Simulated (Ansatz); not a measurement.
## Co under changes of volume

One of the cells (10.640 Å³/atom); the others are scaled copies at fixed shape and fractional positions:

```xyz
2
Lattice="2.4720 0.0000 0.0000 -1.2360 2.1408 0.0000 0.0000 0.0000 4.0211" Properties=species:S:1:pos:R:3 pbc="T T T"
Co    1.2360    0.7136    3.0159
Co    0.0000    1.4272    1.0053
```

* Program: Ansatz 0.2.0
* Functional: LDA
* Potentials or basis: all-electron LAPW, scalar-relativistic
* Cutoff: 315 eV (chosen from the basis error)
* Basis error allowed: 0.001 eV/atom
* k mesh: 12 × 12 × 7
* Occupations: fermi-dirac, width 0.05 eV
* Spin: collinear spin, ferromagnetic start
* Starting moments: [2.0, 2.0] μB

```csv
volume (Å³/atom),energy over the lowest point (meV/atom),pressure (GPa),moment (μB per cell)
10.002,0.00,-0.4,2.98
10.215,4.50,-5.9,3.00
10.427,15.95,-10.7,3.04
10.640,33.19,-14.8,3.09
10.853,55.27,-18.3,3.15
11.066,81.75,-21.5,3.19
11.279,?,?,?
```

Q: What does the run at 11.279 Å³/atom give?

A: Energy over the lowest point 112.21 meV/atom; pressure -24.3 GPa; moment 3.24 μB per cell.

Worked out: A Birch-Murnaghan fit of order 3 (a polynomial in V^(-2/3)) to the other rows has its minimum at 9.98 Å³/atom, just outside them, with B0 = V·E''(V) = 286 GPa and B' = 6.3 at fixed shape and positions, which overstates the stiffness. It gives 111.64 meV/atom at 11.279 Å³/atom, against the run's 112.21, and -dE/dV = -23.7 GPa, against -24.3. A parabola through the other rows of the moment, of slope 0.313 μB per Å³/atom there, extrapolates to 3.26 μB, against the run's 3.24.

Energies are extrapolated to zero smearing.
